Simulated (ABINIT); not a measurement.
# PtSe2 (Sudovikovite) in ABINIT: convergence with cutoff

Input of the first run (cutoff 6.5 Ha); the others differ in this setting and in those tied to it:

run.abi

```
pp_dirpath "./"
pseudos "Pt.LDA_PW-JTH.xml, Se.LDA_PW-JTH.xml"

acell 3*1.0
rprim
     7.0373400881     0.0000000000     0.0000000000
    -3.5186700441     6.0945152914     0.0000000000
     0.0000000000     0.0000000000     9.5657936429
ntypat 2
znucl 78 34
natom 3
typat 1 2 2
xred
     0.0000000000     0.0000000000     0.0000000000
     0.6666666667     0.3333333333     0.7500000000
     0.3333333333     0.6666666667     0.2500000000

ecut 176.874011 eV
pawecutdg 47.6

kptopt 1
ngkpt 8 8 5
nshiftk 1
shiftk 0.0 0.0 0.0

ixc 7

nband 15
occopt 6
tsmear 0.00367493

nstep 100
tolvrs 1.0e-9

iomode 3
prtwf 0
prtden 0
prteig 0
prtebands 0
enunit 2
```

Potentials or basis: JTH PAW LDA v2.0.

Command:

```console
$ abinit run.abi > log 2>&1
```

Hardware: 1 thread of Arm Neoverse V2 (shared host).

Question: The values tried are 6.5 Ha, 8 Ha, 9.5 Ha, 11 Ha, 13.5 Ha, 16 Ha, 18.5 Ha, 21.5 Ha, 25.5 Ha, loosest first. From which on does the largest force stay within 0.005 eV/Å of the tightest run that finished?

Answer: From 18.5 Ha on.

| cutoff | energy less the tightest run (meV/atom) | largest force (eV/Å) | SCF cycles | CPU time (s) | peak memory (GiB) |
| --- | --- | --- | --- | --- | --- |
| 6.5 Ha | 320.37 | 0.491 | 13 | 7.2 | 0.09 |
| 8 Ha | 154.58 | 0.517 | 16 | 10 | 0.1 |
| 9.5 Ha | 93.41 | 0.449 | 19 | 14 | 0.1 |
| 11 Ha | 41.91 | 0.342 | 17 | 18 | 0.1 |
| 13.5 Ha | 5.90 | 0.277 | 22 | 26 | 0.11 |
| 16 Ha | 3.79 | 0.275 | 22 | 36 | 0.12 |
| 18.5 Ha | 1.87 | 0.271 | 21 | 45 | 0.12 |
| 21.5 Ha | 0.21 | 0.269 | 20 | 49 | 0.13 |
| 25.5 Ha | 0.00 | 0.269 | 20 | 64 | 0.15 |

Against the tightest run, the energy stays within 1 meV/atom from 21.5 Ha on. The tightest run that finished is the yardstick and may itself not be fully converged.

Caveat, for the tightest run too: the atomic spheres overlap. Spin-orbit coupling is left out, which matters for the levels of Pt.
